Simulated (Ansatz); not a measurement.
# W (Fm-3m) in Ansatz: settings compared

One crystal, W, is run at these levels: PBE, PBEsol; tasks: single point.

Program: Ansatz 0.2.0. These are calculated values, not measurements. Logs are shortened: lines on timing, memory, paths and dates and some standing lists are left out, and cuts for length are marked.

### 1 The crystal as given

It takes space group Fm-3m (No. 225, cubic). Conventional cell: a = 4.060 Å, b = 4.060 Å, c = 4.060 Å, α = 90.00°, β = 90.00°, γ = 90.00°. Around W (site symmetry m-3m) lie 12 W at 2.87 Å.

This isn't the form of W at room conditions, which is bcc.

### 2 Single point, PBE

Contents of input.yaml:

```yaml
crystal:
  lattice:
    - [0.0, 2.03, 2.03]
    - [2.03, 0.0, 2.03]
    - [2.03, 2.03, 0.0]
  atoms:
    - { symbol: W, position: [0.0, 0.0, 0.0] }
kpoints:
  mp_grid: { grid: [11, 11, 11] }
scf:
  occupations: { method: gaussian, width: 0.1 }
hamiltonian:
  xc: pbe
  pseudopotentials: { kind: all_electron, lapw: { basis_error: 0.001 } }
output:
  forces: true
  stress: true
  eigenvalues: true
```

Potentials or basis: all-electron LAPW, scalar-relativistic.

The run is started by

```bash
$ ansatz run input.yaml --threads 1 --pin off --max-ram 3072MiB --backend cpu --events-out ev --progress --plain --runs-dir out
```

Output:

```text
Warning: RAYON_NUM_THREADS=1 ignored (pool sized by the plan → 1); use --threads N
LAPW: plane waves up to 8.147 Å⁻¹, error target 1.0e-3 eV per atom; small_component_spin mean_spin; W in spheres of 1.435 Å, 38 of its electrons in bands, Dirac shells [] (how accurate: hamiltonian.pseudopotentials.lapw.basis_error, Limitations)
Engine: ansatz 0.2.0, aarch64-unknown-linux-gnu
Pseudopotentials: kind: all_electron
Pseudopotential: W, LAPW, valence charge 38, lapw/all_electron/scalar/gaussian/W, Koelling and Harmon's equation, gaussian nucleus
Functional definition: PBE
  parameter kappa = 0.804
  parameter beta = 0.06672455060314922
  exchange = pbe_x(kappa = kappa, mu = beta*pi^2/3)
  correlation = pbe_c(beta = beta)
Crystal: 1 atoms, lattice volume = 16.731 Å³
Basis set: ecut = 252.9041196136183 eV, 169 PW (Γ), exchange–correlation at level 2
Bands: 23, of which v1, the nominal top of the filled ones, is band 19 counted from 1 (18 counted from 0)
Symmetry: 48 space group operations
Space group: Fm-3m (ITA 225), of the structure as read, at distance tolerance 2.6e-5 Å
k-points: 56 of 1331
Non-local potential: W, projectors of the file, none
Initial density: superposition of atomic densities (chi_scale 0.1, normalization cell)
Initial wavefunctions: plane waves of lowest kinetic energy (no species holds an atomic orbital)
Functional: x = pbe(κ = 0.804, μ = 0.2195149727645171), c = pbe(β = 0.06672455060314922)
iter 1 solved again at ethr=2.12e-4 eV; its pass at ethr=1.00e-1 eV (dr2=8.05e-2 eV) is discarded
SCF iter   1: F=—  HF=-439201.938820 eV  |F-HF|=—  |Δ(HF+E_count)|=         —  Δρ=3.02e-2  dr2=8.10e-2  ethr=2.12e-4  ⟨swp⟩=2.9  Hψ=8127  notcnv=0
preconditioner: auto → Kerker (q_TF=auto, 3.128 Å⁻¹)  [metal: Δε(μ)=0.053 eV  Ē_g=29.264 eV  σ=0.100 eV  W_gap=0.28  n_scr=14 (ndim 8)  ℏωp=46.3 eV  f_vac=0.000  D(μ)=1.24/eV (n_scr^D=14)]
SCF iter   2: F=—  HF=-439201.760501 eV  |F-HF|=—  |Δ(HF+E_count)|=   1.78e-1  Δρ=1.52e-2  dr2=2.47e-2  ethr=2.12e-4  ⟨swp⟩=2.0  Hψ=3920  notcnv=0
SCF iter   3: F=—  HF=-439201.747804 eV  |F-HF|=—  |Δ(HF+E_count)|=   1.27e-2  Δρ=9.76e-3  dr2=1.15e-2  ethr=6.50e-5  ⟨swp⟩=2.0  Hψ=3818  notcnv=0
SCF iter   4: F=—  HF=-439201.744175 eV  |F-HF|=—  |Δ(HF+E_count)|=         —  Δρ=5.59e-3  dr2=4.30e-3  ethr=3.02e-5  ⟨swp⟩=2.0  Hψ=3818  notcnv=0
the basis was enlarged: its passes take 435.8 KiB over the memory plan, 1 of 1 planned eigensolver slots
iter 5 solved again at ethr=8.81e-7 eV; its pass at ethr=1.13e-5 eV (dr2=3.35e-4 eV) is discarded
SCF iter   5: F=—  HF=-439201.744280 eV  |F-HF|=—  |Δ(HF+E_count)|=   1.06e-4  Δρ=1.41e-3  dr2=3.34e-4  ethr=8.81e-7  ⟨swp⟩=2.0  Hψ=6429  notcnv=0
SCF iter   6: F=—  HF=-439201.744322 eV  |F-HF|=—  |Δ(HF+E_count)|=   4.13e-5  Δρ=3.23e-4  dr2=1.56e-5  ethr=8.80e-7  ⟨swp⟩=2.0  Hψ=3818  notcnv=0
SCF iter   7: F=—  HF=-439201.744321 eV  |F-HF|=—  |Δ(HF+E_count)|=   4.36e-7  Δρ=9.18e-5  dr2=1.48e-6  ethr=4.11e-8  ⟨swp⟩=2.0  Hψ=3818  notcnv=0
SCF iter   8: F=-439201.744321 eV  HF=-439201.744321 eV  |F-HF|=1.68e-8  |Δ(HF+E_count)|=   2.00e-7  Δρ=2.13e-5  dr2=7.12e-8  ethr=3.88e-9  ⟨swp⟩=2.0  Hψ=3818  notcnv=0
SCF 1 converged in 8 iterations: F = -439201.744321 eV  dr2 = 7.12e-8
SCF converged after 8 iterations
Free energy (F): -439201.744321 eV
Harris-Foulkes:  -439201.744321 eV  (|F-HF|=1.68e-8)
Internal energy: -439201.739328 eV  (E = F + TS)
E sigma→0 (E₀):  -439201.741825 eV
Entropy (-TS):   -0.004992 eV (-4.992 meV/atom)
Fermi energy:    27.018401 eV
--- Per-component energies (eV) ---
  E_band       = -2079.509109
  E_kinetic    = 491881.835176
  E_xc         = -8832.590177
  E_electrostatic = -922250.984328  (all electrons and nuclei)
  E_smearing   = -0.004992  (= −TS)
  E_closure    = 0.000000  (closes the sum)
  E_atoms      = -439190.788623  (free atoms, spherical and without spin; not in F)
  Σ components = -439201.744321   (vs F -439201.744321, Δ=0.00e0)
  Basis errors (estimates in eV, not in F): energy 2.3e-4 per atom: plane waves 1.8e-4 (9.3e-5 summed), levels above the bands 0.0e0, relativity 7.3e-8, radial functions 4.5e-5, core shells 5.9e-7; eigenvalues (radial functions only) 3.6e-6; not estimated: angular momenta, meshes, grids; target (lapw.basis_error) 1.0e-3; muffin-tin radii W 1.435 Å
--- Forces (eV/Å), atoms counted from 1 ---
  atom   1  W      0.00000000    -0.00000000    -0.00000000
  max |Σ_I F_I| component: 3.70e-32 eV/Å
--- Stress (GPa, compression-positive) ---
       -4.772950       0.000000      -0.000000
        0.000000      -4.772950      -0.000000
       -0.000000      -0.000000      -4.772950
  P = ⅓ Tr σ = -4.7729 GPa (-47.729 kbar)
--- Band table (eV; the first three rows and the last of 56) ---
  k-point 0: bands = ["-205.6571", "-205.6571", "-205.6336", "-205.6336", "-205.6336", "-46.6145", "-10.3129", "-10.3129", "-10.3129", "-0.8293", "-0.8293", "-0.8293", "-0.8135", "-0.7814", "-0.7814", "-0.7814", "18.1274", "26.4731", "26.4731", "26.4731", "29.5169", "29.5169", "39.7538"]
  k-point 1: bands = ["-205.6571", "-205.6571", "-205.6336", "-205.6336", "-205.6336", "-46.6068", "-10.4038", "-10.3246", "-10.3246", "-0.8298", "-0.8278", "-0.8278", "-0.8113", "-0.7843", "-0.7843", "-0.7812", "18.4785", "26.2144", "26.6324", "26.6324", "29.3806", "29.3806", "40.4364"]
  k-point 2: bands = ["-205.6571", "-205.6571", "-205.6336", "-205.6336", "-205.6336", "-46.5860", "-10.6425", "-10.3558", "-10.3558", "-0.8313", "-0.8238", "-0.8238", "-0.8051", "-0.7919", "-0.7919", "-0.7809", "19.4265", "25.7000", "26.9136", "26.9136", "29.2726", "29.2726", "41.0904"]
  k-point 55: bands = ["-205.6571", "-205.6571", "-205.6336", "-205.6336", "-205.6336", "-46.4854", "-11.0538", "-10.9959", "-10.6937", "-0.8171", "-0.8161", "-0.8144", "-0.8141", "-0.8109", "-0.8068", "-0.7771", "23.3950", "24.5593", "25.4653", "28.4364", "32.3360", "35.9558", "37.5537"]
```

It took 5.7 s on 1 thread of Arm Neoverse V2, shared host; peak memory 0.26 GiB.

What came out:

```
Free energy            : -439201.7443 eV
Pressure               : -4.8 GPa
Band gap on the k mesh : none (metal or under the smearing width)
```

The run has no spin-orbit coupling, so splittings on W are missing.

### 3 Single point, PBEsol

Changes to input.yaml since step 2:

```diff
@@ -10,5 +10,5 @@
 scf:
-  occupations: { method: gaussian, width: 0.1 }
+  occupations: { method: gaussian, width: 0.02 }
 hamiltonian:
-  xc: pbe
+  xc: pbesol
   pseudopotentials: { kind: all_electron, lapw: { basis_error: 0.001 } }
```

Potentials or basis: all-electron LAPW, scalar-relativistic.

The run is started by

```bash
$ ansatz run input.yaml --threads 1 --pin off --max-ram 3072MiB --backend cpu --events-out ev --progress --plain --runs-dir out
```

Output:

```text
Warning: RAYON_NUM_THREADS=1 ignored (pool sized by the plan → 1); use --threads N
LAPW: plane waves up to 8.148 Å⁻¹, error target 1.0e-3 eV per atom; small_component_spin mean_spin; W in spheres of 1.435 Å, 38 of its electrons in bands, Dirac shells [] (how accurate: hamiltonian.pseudopotentials.lapw.basis_error, Limitations)
Engine: ansatz 0.2.0, aarch64-unknown-linux-gnu
Pseudopotentials: kind: all_electron
Pseudopotential: W, LAPW, valence charge 38, lapw/all_electron/scalar/gaussian/W, Koelling and Harmon's equation, gaussian nucleus
Functional definition: PBEsol
  exchange = pbesol_x
  correlation = pbesol_c
Crystal: 1 atoms, lattice volume = 16.731 Å³
Basis set: ecut = 252.92304609798072 eV, 169 PW (Γ), exchange–correlation at level 2
Bands: 23, of which v1, the nominal top of the filled ones, is band 19 counted from 1 (18 counted from 0)
[... 35 lines left out ...]
--- Forces (eV/Å), atoms counted from 1 ---
  atom   1  W     -0.00000000    -0.00000000     0.00000000
  max |Σ_I F_I| component: 6.37e-32 eV/Å
--- Stress (GPa, compression-positive) ---
      -12.723347       0.000000       0.000000
        0.000000     -12.723347      -0.000000
        0.000000      -0.000000     -12.723347
  P = ⅓ Tr σ = -12.7233 GPa (-127.233 kbar)
--- Band table (eV; the first three rows and the last of 56) ---
  k-point 0: bands = ["-205.6102", "-205.6102", "-205.5871", "-205.5871", "-205.5871", "-46.7566", "-10.4463", "-10.4463", "-10.4463", "-0.9756", "-0.9756", "-0.9756", "-0.9596", "-0.9274", "-0.9274", "-0.9274", "17.9458", "26.2958", "26.2958", "26.2958", "29.3292", "29.3292", "39.6118"]
  k-point 1: bands = ["-205.6102", "-205.6102", "-205.5871", "-205.5871", "-205.5871", "-46.7489", "-10.5376", "-10.4581", "-10.4581", "-0.9760", "-0.9740", "-0.9740", "-0.9574", "-0.9304", "-0.9304", "-0.9273", "18.2975", "26.0382", "26.4552", "26.4552", "29.1929", "29.1929", "40.2940"]
  k-point 2: bands = ["-205.6102", "-205.6102", "-205.5871", "-205.5871", "-205.5871", "-46.7281", "-10.7775", "-10.4894", "-10.4894", "-0.9776", "-0.9700", "-0.9700", "-0.9512", "-0.9381", "-0.9381", "-0.9270", "19.2467", "25.5267", "26.7356", "26.7356", "29.0866", "29.0866", "40.9318"]
  k-point 55: bands = ["-205.6102", "-205.6101", "-205.5871", "-205.5871", "-205.5871", "-46.6272", "-11.1905", "-11.1324", "-10.8289", "-0.9633", "-0.9624", "-0.9606", "-0.9603", "-0.9571", "-0.9530", "-0.9231", "23.2159", "24.3916", "25.2999", "28.2467", "32.1720", "35.7589", "37.3903"]
```

Wall time 4.9 s (1 thread of Arm Neoverse V2, shared host); peak memory 0.26 GiB.

Results:

| Item | Value |
| --- | --- |
| Free energy | -439073.4695 eV |
| Pressure | -12.7 GPa |
| Band gap on the k mesh | none (metal or under the smearing width) |

Levels at points of the mesh, in eV from the Fermi level:
| k point | band 15 | band 16 | band 17 | band 18 | band 19 | band 20 | band 21 | band 22 | band 23 |
| --- | --- | --- | --- | --- | --- | --- | --- | --- | --- |
| (0.00, 0.00, 0.00) | -27.77 | -27.77 | -8.90 | -0.55 | -0.55 | -0.55 | 2.49 | 2.49 | 12.77 |

Spin-orbit coupling is left out, which matters for the levels of W.

### 4 Single point, PBE

Changes to input.yaml since step 3:

```diff
@@ -12,3 +12,3 @@
 hamiltonian:
-  xc: pbesol
+  xc: pbe
   pseudopotentials: { kind: all_electron, lapw: { basis_error: 0.001 } }
```

Potentials or basis: all-electron LAPW, scalar-relativistic.

The run is started by

```bash
$ ansatz run input.yaml --threads 1 --pin off --max-ram 3072MiB --backend cpu --events-out ev --progress --plain --runs-dir out
```

Output:

```text
Warning: RAYON_NUM_THREADS=1 ignored (pool sized by the plan → 1); use --threads N
LAPW: plane waves up to 8.147 Å⁻¹, error target 1.0e-3 eV per atom; small_component_spin mean_spin; W in spheres of 1.435 Å, 38 of its electrons in bands, Dirac shells [] (how accurate: hamiltonian.pseudopotentials.lapw.basis_error, Limitations)
Engine: ansatz 0.2.0, aarch64-unknown-linux-gnu
Pseudopotentials: kind: all_electron
Pseudopotential: W, LAPW, valence charge 38, lapw/all_electron/scalar/gaussian/W, Koelling and Harmon's equation, gaussian nucleus
Functional definition: PBE
  parameter kappa = 0.804
  parameter beta = 0.06672455060314922
  exchange = pbe_x(kappa = kappa, mu = beta*pi^2/3)
  correlation = pbe_c(beta = beta)
Crystal: 1 atoms, lattice volume = 16.731 Å³
[... 37 lines left out ...]
--- Forces (eV/Å), atoms counted from 1 ---
  atom   1  W      0.00000000     0.00000000     0.00000000
  max |Σ_I F_I| component: 9.04e-32 eV/Å
--- Stress (GPa, compression-positive) ---
       -4.834368       0.000000       0.000000
        0.000000      -4.834368       0.000000
        0.000000       0.000000      -4.834368
  P = ⅓ Tr σ = -4.8344 GPa (-48.344 kbar)
--- Band table (eV; the first three rows and the last of 56) ---
  k-point 0: bands = ["-205.6569", "-205.6569", "-205.6338", "-205.6338", "-205.6338", "-46.6145", "-10.3130", "-10.3130", "-10.3130", "-0.8292", "-0.8292", "-0.8292", "-0.8139", "-0.7815", "-0.7815", "-0.7815", "18.1274", "26.4729", "26.4729", "26.4729", "29.5169", "29.5169", "39.7528"]
  k-point 1: bands = ["-205.6569", "-205.6569", "-205.6338", "-205.6338", "-205.6338", "-46.6068", "-10.4038", "-10.3246", "-10.3246", "-0.8297", "-0.8276", "-0.8276", "-0.8117", "-0.7844", "-0.7844", "-0.7813", "18.4785", "26.2141", "26.6321", "26.6321", "29.3806", "29.3806", "40.4354"]
  k-point 2: bands = ["-205.6569", "-205.6569", "-205.6338", "-205.6338", "-205.6338", "-46.5860", "-10.6426", "-10.3559", "-10.3559", "-0.8312", "-0.8236", "-0.8236", "-0.8055", "-0.7921", "-0.7921", "-0.7810", "19.4265", "25.6997", "26.9134", "26.9134", "29.2726", "29.2726", "41.0906"]
  k-point 55: bands = ["-205.6569", "-205.6569", "-205.6338", "-205.6338", "-205.6338", "-46.4855", "-11.0538", "-10.9960", "-10.6937", "-0.8172", "-0.8163", "-0.8143", "-0.8139", "-0.8108", "-0.8069", "-0.7775", "23.3954", "24.5589", "25.4649", "28.4364", "32.3358", "35.9557", "37.5536"]
```

It took 5 s on 1 thread of Arm Neoverse V2, shared host; peak memory 0.26 GiB.

What came out:

| Item | Value |
| --- | --- |
| Free energy | -439201.7423 eV |
| Pressure | -4.8 GPa |
| Band gap on the k mesh | none (metal or under the smearing width) |

The run has no spin-orbit coupling, so splittings on W are missing.

### 5 Summary

| level | smearing | gap on the mesh (eV) | pressure (GPa) |
| --- | --- | --- | --- |
| PBE | gaussian 0.1 eV | none | -4.8 |
| PBEsol | gaussian 0.02 eV | none | -12.7 |
| PBE | gaussian 0.02 eV | none | -4.8 |

Alike in all rows: task single point; potentials or basis all-electron LAPW, scalar-relativistic; no spin polarisation; cell as given; k mesh 11 × 11 × 11; cutoff (eV) 253; basis error allowed 0.001 eV/atom.

Every run on the cell as given and a fine mesh finds a metal. The pressure there spans -12.7 GPa (PBEsol) to -4.8 GPa (PBE); a positive pressure means that this level wants a larger cell, a negative one a smaller.

Compare energies only between runs with the same functional and basis.
